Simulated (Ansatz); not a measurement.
MoP under changes of volume

One of the cells (14.353 Å³/atom); the others are scaled copies at fixed shape and fractional positions:

```
Mo P
1.0
     3.22300    0.00000    0.00000
    -1.61150    2.79120    0.00000
     0.00000    0.00000    3.19100
Mo P
1 1
Direct
  0.00000 0.00000 0.00000
  0.33333 0.66667 0.50000
```

```yaml
Program: Ansatz 0.2.0
Functional: HSE06
Potentials_or_basis: Ansatz PAW
Cutoff: "420 eV (not typed: the program's choice for these potentials)"
k_mesh: 6 × 6 × 6
Occupations: fermi-dirac, width 0.05 eV
Spin: no spin polarisation
```

| volume (Å³/atom) | energy over the lowest point (meV/atom) | pressure (GPa) |
| --- | --- | --- |
| 13.492 | 22.02 | 12.2 |
| 13.779 | 5.79 | 6.0 |
| 14.066 | 0.00 | 0.5 |
| 14.353 | 3.57 | -4.4 |
| 14.640 | 15.54 | -8.8 |
| 14.927 | 35.03 | -12.8 |
| 15.214 | ? | ? |

Task: What does the run at 15.214 Å³/atom give?

Result: Energy over the lowest point 61.27 meV/atom; pressure -16.4 GPa.

Worked out: A Birch-Murnaghan fit of order 3 (a polynomial in V^(-2/3)) to the other rows has its minimum at 14.09 Å³/atom with B0 = V·E''(V) = 254 GPa and B' = 4.4 at fixed shape and positions, which overstates the stiffness. It gives 61.28 meV/atom at 15.214 Å³/atom, against the run's 61.27, and -dE/dV = -16.4 GPa, against -16.4.

Energies are extrapolated to zero smearing.

Caveats: all runs use coarse meshes; the PAW data sets come from PBE, with cores solved anew for the run's functional, which leaves a small shift of forces and pressure; the thresholds are loose for stress.
